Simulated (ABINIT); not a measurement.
# Al2O3 (Corundum) (R-3c) in ABINIT: band structure with r2SCAN

Aim: the band structure of Al2O3 (Corundum) with r2SCAN.

All numbers are computed with ABINIT 10.8.3 (patched build); they aren't measurements. Logs are shortened: lines on timing, memory, paths and dates and some standing lists are left out, and cuts for length are marked. The log counts tension as positive stress, the text compression.

**Measured values to compare with.**

“Multi-petahertz electron interference in Cr:Al2O3 solid-state material”, 2018, pmc:5906618 quotes, for a bulk crystal of Al2O3: band gap 8.7 eV (optical).

How close the calculation comes is told below.

## 1. Starting point

The structure is trigonal, space group R-3c (No. 167). The conventional cell has a = 4.760 Å, b = 4.760 Å, c = 12.996 Å, α = 90.00°, β = 90.00°, γ = 120.00°. Around Al (site symmetry 3) lie 6 O at 1.85 to 1.97 Å. Around O (site symmetry 2) lie 4 Al at 1.85 to 1.97 Å.

## 2. Band structure, r2SCAN

File run.abi:

```
# Datasets: ground state, then fixed potential
ndtset 2

# Pseudopotentials
pp_dirpath "./"
pseudos "Al.GGA_PBE-JTH.xml, O.GGA_PBE-JTH.xml"

# Structure
acell 9.6947165888 9.6947165888 9.6947165888
rprim
     0.4639661786     0.2678709981     0.8443817345
    -0.4639661786     0.2678709981     0.8443817345
     0.0000000000    -0.5357419962     0.8443817345
ntypat 2
znucl 13 8
natom 10
typat 1 1 1 1 2 2 2 2 2 2
xred
     0.8521600000     0.8521600000     0.8521600000
     0.6478400000     0.6478400000     0.6478400000
     0.1478400000     0.1478400000     0.1478400000
     0.3521600000     0.3521600000     0.3521600000
     0.0566800000     0.7500000000     0.4433200000
     0.7500000000     0.4433200000     0.0566800000
     0.4433200000     0.0566800000     0.7500000000
     0.9433200000     0.2500000000     0.5566800000
     0.2500000000     0.5566800000     0.9433200000
     0.5566800000     0.9433200000     0.2500000000

# Plane-wave basis
ecut 28.0
pawecutdg 50.0

# Exchange and correlation
ixc -497498
usekden 1
pawxcdev 0

# Bands and occupations
occopt 3
tsmear 0.05 eV

# SCF cycle
nstep 100

# Output
iomode 3
prtwf 0
prteig 0
prtebands 0
enunit 1
prtden1 1
prtkden1 1
prtvha1 1
prtvclmb1 1
prtpot1 1

# Dataset 1
kptopt1 1
ngkpt1 4 4 4
nshiftk1 1
shiftk1 0.0 0.0 0.0
nband1 30
tolvrs1 1.0e-7

# Dataset 2: bands along G-L-B1
iscf2 -2
getden2 1
getkden2 1
nband2 36
nbdbuf2 4
tolwfr2 1.0e-11
kptopt2 -2
ndivsm2 6
prteig2 1
prtvol2 -3
kptbounds2
     0.0000000000     0.0000000000     0.0000000000
     0.5000000000     0.0000000000     0.0000000000
     0.5000000000     0.2337604794    -0.2337604794
```

Potentials or basis: JTH PAW PBE v2.0.

Command:

```console
abinit run.abi > log 2>&1
```

run.abo:

```text
.Version 10.8.3 of ABINIT
 DATASET    1 : space group R-3 c (#167); Bravais hR (rhombohedral)
================================================================================
 Values of the parameters that define the memory need for DATASET  1.
     intxc =       0    ionmov =       0      iscf =      17    lmnmax =       8
     lnmax =       4     mgfft =      48  mpssoang =       2    mqgrid =    3001
     natom =      10  nloc_mem =       2    nspden =       1   nspinor =       1
    nsppol =       1      nsym =      12    n1xccc =       1    ntypat =       2
    occopt =       3   xclevel =       2
       mpw =        4071          nfft =      110592          nkpt =          13
 PAW method is used; the additional fine FFT grid is defined by:
   mgfftf=        64    nfftf =    262144
================================================================================
================================================================================

 DATASET    2 : space group R-3 c (#167); Bravais hR (rhombohedral)
================================================================================
 Values of the parameters that define the memory need for DATASET  2.
     intxc =       0    ionmov =       0      iscf =      -2    lmnmax =       8
     lnmax =       4     mgfft =      48  mpssoang =       2    mqgrid =    3001
     natom =      10  nloc_mem =       2    nspden =       1   nspinor =       1
    nsppol =       1      nsym =      12    n1xccc =       1    ntypat =       2
    occopt =       3   xclevel =       2
       mpw =        4098          nfft =      110592          nkpt =          15
 PAW method is used; the additional fine FFT grid is defined by:
   mgfftf=        64    nfftf =    262144
================================================================================
================================================================================

--------------------------------------------------------------------------------
------------- Echo of variables that govern the present computation ------------
--------------------------------------------------------------------------------
 -outvars: echo values of preprocessed input variables --------
            acell      9.6947165888E+00  9.6947165888E+00  9.6947165888E+00 Bohr
              amu      2.69815390E+01  1.59994000E+01
             ecut      2.80000000E+01 Hartree
           enunit           1
           getden1          0
           getden2          1
          getkden1          0
          getkden2          1
             iscf1         17
             iscf2         -2
              ixc     -497498
           jdtset        1    2
           kptopt1          1
           kptopt2         -2
         kptrlatt        4    0    0      0    4    0      0    0    4
          kptrlen1     3.59841649E+01
          kptrlen2     3.00000000E+01
            natom          10
            nband1         30
            nband2         36
           nbdbuf1          0
           nbdbuf2          4
           ndtset           2
           ndivsm1          0
           ndivsm2          6
            ngfft          48      48      48
          ngfftdg          64      64      64
             nkpt1         13
             nkpt2         15
            nstep         100
             nsym          12
           ntypat           2
           occopt           3
        pawecutdg      5.00000000E+01 Hartree
         pawxcdev           0
        prtebands           0
           prteig1          0
           prteig2          1
          prtkden           1
           prtpot1          1
           prtpot2          0
         prtvclmb1          1
         prtvclmb2          0
           prtvha1          1
           prtvha2          0
           prtvol1          0
           prtvol2         -3
            prtwf           0
            rprim      4.6396617860E-01  2.6787099810E-01  8.4438173450E-01
                      -4.6396617860E-01  2.6787099810E-01  8.4438173450E-01
                       0.0000000000E+00 -5.3574199620E-01  8.4438173450E-01
           shiftk1     0.00000000E+00  0.00000000E+00  0.00000000E+00
           shiftk2     5.00000000E-01  5.00000000E-01  5.00000000E-01
          spgroup         167
           tolvrs1     1.00000000E-07
           tolvrs2     0.00000000E+00
           tolwfr1     0.00000000E+00
           tolwfr2     1.00000000E-11
           tsmear      1.83746611E-03 Hartree
            typat      1  1  1  1  2  2  2  2  2  2
[... 536 lines left out ...]
- [  0.0000000,  -5.1938668,   8.1860416, ]
lattice_lengths: [   9.69472,    9.69472,    9.69472, ]
lattice_angles: [ 55.287,  55.287,  55.287, ] # degrees, (23, 13, 12)
lattice_volume:   5.7372986E+02
convergence: {deltae:  0.000E+00, res2:  0.000E+00, residm:  9.999E-12, diffor:  0.000E+00, }
etotal    :  -9.78097920E+01
entropy   :   0.00000000E+00
fermie    :   2.99896369E-01
cartesian_stress_tensor: null
pressure_GPa: null
xred      :
- [  8.5216E-01,   8.5216E-01,   8.5216E-01, Al]
- [  6.4784E-01,   6.4784E-01,   6.4784E-01, Al]
- [  1.4784E-01,   1.4784E-01,   1.4784E-01, Al]
- [  3.5216E-01,   3.5216E-01,   3.5216E-01, Al]
- [  5.6680E-02,   7.5000E-01,   4.4332E-01,  O]
- [  7.5000E-01,   4.4332E-01,   5.6680E-02,  O]
- [  4.4332E-01,   5.6680E-02,   7.5000E-01,  O]
- [  9.4332E-01,   2.5000E-01,   5.5668E-01,  O]
- [  2.5000E-01,   5.5668E-01,   9.4332E-01,  O]
- [  5.5668E-01,   9.4332E-01,   2.5000E-01,  O]
cartesian_forces: null
force_length_stats: {min: null, max: null, mean: null, }
...

 Integrated electronic density in atomic spheres:
 ------------------------------------------------
 Atom  Sphere_radius  Integrated_density
    1        1.90363          0.83841301
    2        1.90363          0.83841301
    3        1.90363          0.83841301
    4        1.90363          0.83841301
    5        1.41465          4.70724325
    6        1.41465          4.70724325
    7        1.41465          4.70724325
    8        1.41465          4.70724325
    9        1.41465          4.70724325
   10        1.41465          4.70724325

================================================================================

 ----iterations are completed or convergence reached----

 Mean square residual over all n,k,spin=   41.912E-13; max=  99.993E-13
 reduced coordinates (array xred) for   10 atoms
       0.852160000000      0.852160000000      0.852160000000
       0.647840000000      0.647840000000      0.647840000000
       0.147840000000      0.147840000000      0.147840000000
       0.352160000000      0.352160000000      0.352160000000
       0.056680000000      0.750000000000      0.443320000000
       0.750000000000      0.443320000000      0.056680000000
       0.443320000000      0.056680000000      0.750000000000
       0.943320000000      0.250000000000      0.556680000000
       0.250000000000      0.556680000000      0.943320000000
       0.556680000000      0.943320000000      0.250000000000

 cartesian coordinates (angstrom) at end:
    1      0.00000000000000     0.00000000000000    11.07433048894879
    2     -0.00000000000000    -0.00000000000000     8.41906949863944
    3      0.00000000000000     0.00000000000000     1.92126950277669
    4     -0.00000000000000     0.00000000000000     4.57653049308604
    5     -1.65027492894467    -0.10988406866575     5.41483332988562
    6      0.72997506953319     1.48412204597634     5.41483332988562
    7      0.92029985941148    -1.37423797731059     5.41483332988562
    8      1.65027492894467     0.10988406866575     7.58076666183986
    9     -0.72997506953319    -1.48412204597634     7.58076666183986
   10     -0.92029985941148     1.37423797731059     7.58076666183986
 length scales=  9.694716588800  9.694716588800  9.694716588800 bohr
              =  5.130223081476  5.130223081476  5.130223081476 angstroms
 Eigenvalues (   eV  ) for nkpt=  15  k points:
 kpt#   1, nband= 36, wtk=  1.00000, kpt=  0.0000  0.0000  0.0000 (reduced coord)
 -13.49672  -11.20514  -10.93233  -10.93233  -10.61633  -10.61633   -0.24617    0.76775
   1.08835    1.08835    2.22095    2.34084    2.34084    3.34020    3.73184    5.26061
   5.26061    5.39598    5.39598    6.19486    6.19486    6.66015    6.66015    6.71816
  13.81465   16.79987   18.55816   19.28597   19.28597   19.39102   20.12781   20.15806
  20.15806   21.51746   22.57709   22.69762
 kpt#   2, nband= 36, wtk=  1.00000, kpt=  0.0625  0.0000  0.0000 (reduced coord)
 -13.47640  -11.20896  -10.94983  -10.93693  -10.62647  -10.61705   -0.22265    0.66884
   1.06143    1.24436    1.99707    2.30983    2.60903    3.43874    3.78077    5.14666
   5.26118    5.37181    5.44561    6.15383    6.16251    6.59273    6.65798    6.70771
  13.91216   16.87958   18.43667   19.24196   19.30701   19.40331   19.89290   20.21274
  20.43911   21.38519   22.55427   22.59137
 kpt#   3, nband= 36, wtk=  1.00000, kpt=  0.1250  0.0000  0.0000 (reduced coord)
 -13.41589  -11.23202  -10.98981  -10.94898  -10.65528  -10.62057   -0.15561    0.54707
   0.98550    1.52866    1.77756    2.26774    2.96575    3.68564    3.90606    4.93566
   5.24083    5.30722    5.47520    6.02203    6.06289    6.44236    6.64307    6.68553
  14.18604   17.10671   18.22234   19.08811   19.12251   19.34095   20.06531   20.32996
[... 59 lines left out ...]
  17.07176   17.07176   17.68155   17.68155   18.29810   18.29810   20.03252   20.03252
  20.97916   20.97916   21.85210   21.85216
 kpt#  14, nband= 36, wtk=  1.00000, kpt=  0.5000  0.1948 -0.1948 (reduced coord)
 -12.07344  -12.07344  -11.41676  -11.41676  -10.70233  -10.70233    0.88116    0.88116
   1.47739    1.47739    2.58328    2.58328    3.05482    3.05482    4.63243    4.63243
   4.96887    4.96887    5.47155    5.47155    5.84473    5.84473    6.29032    6.29032
  17.18561   17.18561   17.78599   17.78599   18.23031   18.23031   19.96748   19.96748
  21.08429   21.08429   21.80415   21.80418
 kpt#  15, nband= 36, wtk=  1.00000, kpt=  0.5000  0.2338 -0.2338 (reduced coord)
 -12.03286  -12.03286  -11.48867  -11.48867  -10.67610  -10.67610    0.89907    0.89907
   1.59289    1.59289    2.55762    2.55762    3.13039    3.13039    4.56134    4.56134
   4.81824    4.81824    5.50576    5.50576    5.84594    5.84594    6.19006    6.19006
  17.40143   17.40143   17.80728   17.80728   18.32756   18.32756   19.89439   19.89439
  21.18014   21.18014   21.71251   21.71256

== END DATASET(S) ==============================================================
================================================================================

 -outvars: echo values of variables after computation  --------
            acell      9.6947165888E+00  9.6947165888E+00  9.6947165888E+00 Bohr
           etotal1    -9.7809791999E+01
            fcart1     2.2548502831E-20  1.0562988124E-20 -5.0729612151E-04
                       7.3867433591E-20  1.1737231027E-19  5.0729612151E-04
                      -2.2548502831E-20  8.9520930172E-21  5.0729612151E-04
                      -7.3867433591E-20 -2.0918876282E-19 -5.0729612151E-04
                      -3.6703122198E-04 -6.3571672446E-04  5.3294979481E-21
                      -3.6703122198E-04  6.3571672446E-04 -5.3294978078E-21
                       7.3406244397E-04 -1.0872687604E-21  5.3294979481E-21
                       3.6703122198E-04  6.3571672446E-04 -5.3294978078E-21
                       3.6703122198E-04 -6.3571672446E-04  5.3294979481E-21
                      -7.3406244397E-04  2.0602352114E-20 -5.3294985095E-21
            rprim      4.6396617860E-01  2.6787099810E-01  8.4438173450E-01
                      -4.6396617860E-01  2.6787099810E-01  8.4438173450E-01
                       0.0000000000E+00 -5.3574199620E-01  8.4438173450E-01
           strten1     1.8057578682E-05  1.8057578819E-05  1.7416549464E-05
                       0.0000000000E+00  0.0000000000E+00  0.0000000000E+00
           xangst      1.0716854268E-16  8.5279949884E-17  1.1074330489E+01
                      -3.4217043198E-16 -1.5542018933E-16  8.4190694986E+00
                       1.7647138460E-17  1.4685934906E-17  1.9212695028E+00
                      -2.4961874952E-17  2.8491249551E-18  4.5765304931E+00
                      -1.6502749289E+00 -1.0988406867E-01  5.4148333299E+00
                       7.2997506953E-01  1.4841220460E+00  5.4148333299E+00
                       9.2029985941E-01 -1.3742379773E+00  5.4148333299E+00
                       1.6502749289E+00  1.0988406867E-01  7.5807666618E+00
                      -7.2997506953E-01 -1.4841220460E+00  7.5807666618E+00
                      -9.2029985941E-01  1.3742379773E+00  7.5807666618E+00
             xred      8.5216000000E-01  8.5216000000E-01  8.5216000000E-01
                       6.4784000000E-01  6.4784000000E-01  6.4784000000E-01
                       1.4784000000E-01  1.4784000000E-01  1.4784000000E-01
                       3.5216000000E-01  3.5216000000E-01  3.5216000000E-01
                       5.6680000000E-02  7.5000000000E-01  4.4332000000E-01
                       7.5000000000E-01  4.4332000000E-01  5.6680000000E-02
                       4.4332000000E-01  5.6680000000E-02  7.5000000000E-01
                       9.4332000000E-01  2.5000000000E-01  5.5668000000E-01
                       2.5000000000E-01  5.5668000000E-01  9.4332000000E-01
                       5.5668000000E-01  9.4332000000E-01  2.5000000000E-01
 Calculation completed.
```

Wall time 5.2 min (1 thread of Intel Xeon Platinum 8488C (Sapphire Rapids), shared host); peak memory 0.33 GiB.

What came out:

```yaml
Free_energy: -2661.5400 eV
Pressure: -0.5 GPa
Largest_force: 0.038 eV/Å
Band_gap_on_the_k_mesh: 7.10 eV, direct
Band_gap_along_the_path: 7.10 eV, direct
Valence_electrons_inside_the_program's_atomic_spheres: Al 0.84; O 4.71
```

Forces on the atoms (eV/Å):
```
Al   0.000  0.000 -0.026
Al   0.000  0.000  0.026
Al   0.000  0.000  0.026
Al   0.000  0.000 -0.026
O   -0.019 -0.033  0.000
O   -0.019  0.033  0.000
O    0.038  0.000  0.000
O    0.019  0.033  0.000
O    0.019 -0.033  0.000
O   -0.038  0.000  0.000
```

Levels at the corners of the path, in eV from the valence-band top:
```
point  band 20  band 21  band 22  band 23  band 24  band 25  band 26  band 27  band 28  band 29
    Γ    -0.52    -0.52    -0.06    -0.06     0.00     7.10    10.08    11.84    12.57    12.57
    L    -1.35    -0.94    -0.94    -0.29    -0.29    10.41    10.41    10.64    10.64    12.81
   B1    -1.21    -0.87    -0.87    -0.53    -0.53    10.68    10.68    11.09    11.09    11.61
```

Caveat: the PAW data sets were made with another functional, which shifts forces and pressure a little.

## 3. Against experiment

Step 2. A measured gap of Al2O3 is 8.7 eV (optical; quoted in “Multi-petahertz electron interference in Cr:Al2O3 solid-state material”, 2018, pmc:5906618); the calculated 7.10 eV misses it by -1.60 eV. The value is that of r2SCAN, without temperature or zero-point motion.
